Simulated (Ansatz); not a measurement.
Ge:

```xyz
2
Lattice="0.0000 2.8289 2.8289 2.8289 0.0000 2.8289 2.8289 2.8289 0.0000" Properties=species:S:1:pos:R:3 pbc="T T T"
Ge    4.2434    4.2434    4.2434
Ge    2.8289    2.8289    2.8289
```

Program: Ansatz 0.2.0. Alike in all runs: potentials or basis all-electron LAPW, scalar-relativistic; no spin polarisation; cell as given.

Question: Order these runs on this cell by their pressure, lowest first.
A. level BLYP; k mesh 8 × 8 × 8; cutoff (eV) 317; smearing fermi-dirac 0.05 eV; basis error allowed 0.001 eV/atom; mesh quality not flagged
B. level PBE; k mesh 3 × 3 × 3; cutoff (eV) 292; smearing fermi-dirac 0.03 eV; basis error allowed 0.002 eV/atom; mesh quality coarse
C. level PBE; k mesh 8 × 8 × 8; cutoff (eV) 316; smearing gaussian 0.03 eV; basis error allowed 0.001 eV/atom; mesh quality not flagged

Answer: C (3.6 GPa), B (5.6 GPa), A (7.4 GPa).

Caveats: some runs use coarse meshes.
